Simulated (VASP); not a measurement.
# AlFe: single point with PBE

AlFe:

```
Al Fe
1.0
     2.87426    0.00000    0.00000
     0.00000    2.87426    0.00000
     0.00000    0.00000    2.87426
Al Fe
1 1
Cartesian
  0.0000 0.0000 0.0000
  1.4371 1.4371 1.4371
```

The cell comes from a database or a generator and needn't be the stable form of this composition.

```
Program                : VASP 6.6.1
Task                   : single point
Functional             : PBE
Potentials or basis    : VASP PAW PBE potentials, release 64 (Al, Fe)
Cutoff                 : 520 eV
k mesh                 : 6 × 6 × 6
Occupations            : gaussian, width 0.1 eV
Spin                   : collinear spin, typed start
Starting moments       : [0.0, 0.81] μB
Dipole correction      : no
Further INCAR settings : ALGO = Normal; EDIFF = 1e-06; NBANDS = 16
```

```json
{
 "Pressure": "0.1 GPa",
 "Band gap on the k mesh": "none (metal or under the smearing width)",
 "Net moment": "0.73 μB per cell",
 "Site moments": "Al -0.02; Fe +0.76 μB",
 "Valence electrons inside the program's atomic spheres": "Al 0.83; Fe 7.41"
}
```

Levels at points of the mesh, in eV from the Fermi level:
Spin up:
| k point | band 3 | band 4 | band 5 | band 6 | band 7 | band 8 | band 9 | band 10 |
| --- | --- | --- | --- | --- | --- | --- | --- | --- |
| (0.00, 0.00, 0.00) | -2.44 | -0.39 | -0.39 | -0.39 | 6.40 | 6.40 | 6.40 | 9.38 |
| (0.50, 0.00, 0.00) | -1.82 | -1.33 | -1.33 | -0.27 | 0.96 | 8.78 | 11.10 | 11.10 |
| (0.50, 0.50, 0.00) | -2.06 | -2.06 | -1.10 | -1.10 | 0.51 | 3.30 | 4.04 | 12.89 |
| (0.50, 0.50, 0.50) | -3.60 | 0.55 | 0.55 | 3.02 | 3.02 | 3.02 | 4.33 | 5.93 |
Spin down:
```csv
k point,band 1,band 2,band 3,band 4,band 5,band 6,band 7,band 8,band 9,band 10
"(0.00, 0.00, 0.00)",-10.34,-2.13,-2.13,0.52,0.52,0.52,6.45,6.45,6.45,9.43
"(0.50, 0.00, 0.00)",-6.18,-5.89,-1.45,-0.54,-0.54,0.65,1.40,8.68,11.21,11.21
"(0.50, 0.50, 0.00)",-4.62,-2.20,-2.06,-2.06,-0.27,-0.27,0.98,3.61,4.64,12.85
"(0.50, 0.50, 0.50)",-3.15,-3.15,-3.15,1.02,1.02,3.09,3.09,3.09,4.27,6.38
```

It took 7 s on 1 thread of Intel(R) Xeon(R) 6975P-C (Granite Rapids) (shared host), peak memory 0.14 GiB.

Caveat: the k mesh is coarse (spacing up to 0.36 Å⁻¹), so the values aren't converged.
